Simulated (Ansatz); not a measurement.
## Se: stiffness from a series of strains

```xyz
6
Lattice="5.6810 3.2799 1.4763 -5.6810 3.2799 1.4763 0.0000 -6.5599 1.4763" Properties=species:S:1:pos:R:3 pbc="T T T"
Se    0.6712   -4.5696    2.0098
Se    3.6218    2.8661    2.0098
Se   -4.2930    1.7035    2.0098
Se   -0.6712    4.5696    2.4192
Se   -3.6218   -2.8661    2.4192
Se    4.2930   -1.7035    2.4192
```

Atom numbers follow the list: Se1, Se2, Se3, Se4, Se5, Se6.

The cell is COD entry 9013138, as deposited and not checked against the literature; nothing was relaxed.

Method: DFT, PBE, all-electron LAPW, scalar-relativistic in Ansatz 0.2.0.

Sampling and basis: a Γ-centred 6×6×6 k mesh, Fermi–Dirac smearing of 0.01 eV, basis error target 1 meV/atom, no spin polarisation.

The strain is applied along the Cartesian axes of the cell as listed (the other components stay zero). Fractional coordinates are held (clamped ions).

σ is the change of stress from the unstrained cell, which is at 2.68 GPa; tension is positive, so slopes are stress–strain coefficients at that pressure.

Only quantities that a quadratic follows smoothly over the whole series are listed; rougher ones are left out.

```tsv
εzz	σzz (GPa)	σxx (GPa)
-0.0300	-1.17	-1.22
-0.0100	-0.37	-0.39
0.0000	0.00	0.00
0.0100	0.36	0.38
0.0200	0.71	0.74
0.0300	1.05	1.08
```

Question: Fit the series and read off the stiffness at zero strain.

Answer: Least-squares fits y = p0 + p1 x + p2 x² to the rows give σzz (GPa): p1 = 36.9, p2 = -68; σxx (GPa): p1 = 38.4, p2 = -80. So C33 = 37 GPa and C13 = 38 GPa, for these axes.

Question: One run, at εzz = -0.0200, is withheld. Predict its row.

Answer: The fits give -0.77, -0.80; the run gave -0.76, -0.80.
